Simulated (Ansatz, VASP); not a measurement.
# One calculation of PtS2, two programs

Contents of INCAR:

```
SYSTEM = PtS2
ALGO = Normal
EDIFF = 1E-7
ENCUT = 520
ISIF = 2
ISMEAR = -1
LASPH = .True.
LCHARG = .False.
LREAL = .False.
LWAVE = .False.
NBANDS = 18
NELM = 100
PREC = Accurate
SIGMA = 0.05
```

KPOINTS

```
k-points
0
Gamma
  9 9 5
  0 0 0
```

POSCAR

```
PtS2
1.0
    3.5194194177      0.0000000000      0.0000000000
   -1.7597097089      3.0479066223      0.0000000000
    0.0000000000      0.0000000000      5.0049815314
Pt S
1 2
Direct
    0.0000000000      0.0000000000      0.0000000000
    0.6666666667      0.3333333333      0.7730000000
    0.3333333333      0.6666666667      0.2270000000
```

File input.yaml:

```yaml
crystal:
  lattice:
    - [3.5194194177, 0.0, 0.0]
    - [-1.7597097089, 3.0479066223, 0.0]
    - [0.0, 0.0, 5.0049815314]
  atoms:
    - { symbol: Pt, position: [0.0, 0.0, 0.0] }
    - { symbol: S, position: [0.6666666667, 0.3333333333, 0.773] }
    - { symbol: S, position: [0.3333333333, 0.6666666667, 0.227] }
hamiltonian:
  xc: lda
  pseudopotentials: { kind: paw }
kpoints:
  mp_grid: { grid: [9, 9, 5] }
scf:
  occupations: { method: fermi_dirac, width: 0.05 }
output:
  forces: true
  stress: true
  eigenvalues: true
```

Alike in both runs: task single point; functional LDA; k mesh 9 × 9 × 5; occupations fermi-dirac, width 0.05 eV; no spin polarisation.

|  | VASP | Ansatz |
| --- | --- | --- |
| version | VASP 6.6.1 | Ansatz 0.2.0 |
| potentials or method | VASP PAW LDA potentials, release 64 (Pt, S) | Ansatz PAW |
| plane-wave cutoff (eV) | 520 | 420 |
| valence electrons in the cell | 22 | 30 |

```csv
,VASP,Ansatz,Ansatz less VASP
gap on the k mesh at the Fermi level (eV),0.93,0.92,-0.012
least direct gap on the mesh (eV),0.98,0.97,-0.009
pressure (GPa),7.0,7.1,+0.07
largest component of the traceless stress (GPa),1.31,1.34,+0.024
rms of the force components (eV/Å),0.529,0.529,+0.0005
```

Atom by atom the forces differ by 0.001 eV/Å (rms over components). The two sets of potentials don't hold the same shells in valence.

Caveats: spin-orbit coupling is left out, which moves the levels of the heavy elements; forces of over 1 eV/Å show positions far from the minimum, so gaps and moduli don't describe the material at rest; an odd mesh through Γ misses points on the zone boundary, where band edges often lie (VASP); odd divisions of the mesh miss points on the zone boundary, where band edges often lie, so the gap on the mesh can be too wide (Ansatz); the PAW data sets come from PBE, with cores solved anew for the run's functional, which leaves a small shift of forces and pressure (Ansatz). Expect the measured gap to be larger: semilocal functionals such as LDA lack the derivative discontinuity.
